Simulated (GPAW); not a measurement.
A calculation with GPAW 26.7.0 of Ga (ASE script, structure typed inline):

run.py

```python
from ase import Atoms
from ase.dft.bandgap import bandgap
from ase.io import write
from ase.units import GPa
from gpaw import GPAW, PW

atoms = Atoms(['Ga', 'Ga'],
              cell=[[2.7784220849, 0.0, 0.0],
                    [0.0, 3.28160879, 0.0],
                    [-1.3434310986, 0.0, 3.9902731763]],
              scaled_positions=[[0.13459627, 0.75, 0.77016683],
                                [0.86540373, 0.25, 0.22983317]],
              pbc=True)

calc = GPAW(mode=PW(600),
            xc='PBE',
            kpts={'size': (10, 8, 7), 'gamma': True},
            occupations={'name': 'fermi-dirac', 'width': 0.05},
            nbands=10,
            convergence={'density': 1e-05, 'energy': 1e-05},
            maxiter=150,
            txt='gpaw.txt')
atoms.calc = calc
energy = atoms.get_potential_energy()
forces = atoms.get_forces()
stress = atoms.get_stress()
calc.write('gs.gpw')
write('result.traj', atoms)
print(f'Energy: {energy:.6f} eV')
print('Forces (eV/A):')
print(forces.round(4))
print('Stress (GPa):', (stress / GPa).round(3))
print('Fermi level:', round(calc.get_fermi_level(), 4), 'eV')
print(f'Gap: {bandgap(calc)[0]:.4f} eV, direct: {bandgap(calc, direct=True)[0]:.4f} eV')
```

Potentials or basis: GPAW PAW data sets (gpaw-data 1.2.1), pw.

Command:

```sh
$ OMP_NUM_THREADS=1 python run.py
```

This isn't the form of Ga at room conditions, which is orthorhombic.

**Question.** Write the same calculation in another form: native input, Cartesian positions.

**Answer.** As run:

File run.py:

```python
from ase.io import read
from gpaw import PW
from gpaw.dft import DFT

atoms = read('Ga.xyz')

dft = DFT(atoms,
          mode=PW(600),
          xc='PBE',
          kpts={'size': (10, 8, 7), 'gamma': True},
          occupations={'name': 'fermi-dirac', 'width': 0.05},
          nbands=10,
          convergence={'density': 1e-05, 'energy': 1e-05},
          maxiter=150,
          txt='gpaw.txt')
print(f'Energy: {dft.calculate_energy():.6f} eV')
print('Forces (eV/A):')
print(dft.calculate_forces().round(4))
print('Stress (eV/A^3):', dft.calculate_stress().round(6))
dft.write_gpw_file('gs.gpw')
```

Contents of Ga.xyz:

```xyz
2
Lattice="2.7784220849 0.0000000000 0.0000000000 0.0000000000 3.2816087900 0.0000000000 -1.3434310986 0.0000000000 3.9902731763" Properties=species:S:1:pos:R:3 pbc="T T T"
Ga    -0.6607008214      2.4612065925      3.0731760430
Ga     2.0956918077      0.8204021975      0.9170971333
```

Potentials or basis: GPAW PAW data sets (gpaw-data 1.2.1), pw.

Command:

```console
$ OMP_NUM_THREADS=1 python run.py
```

Both were run:

|  | ASE script, structure typed inline | native input, Cartesian positions |
| --- | --- | --- |
| Pressure | 3.5 GPa | 3.5 GPa |
| Largest force | 0.090 eV/Å | 0.090 eV/Å |
| Band gap on the k mesh | none (metal or under the smearing width) | none (metal or under the smearing width) |

Keys that steer only the numerical path or the files written may differ.
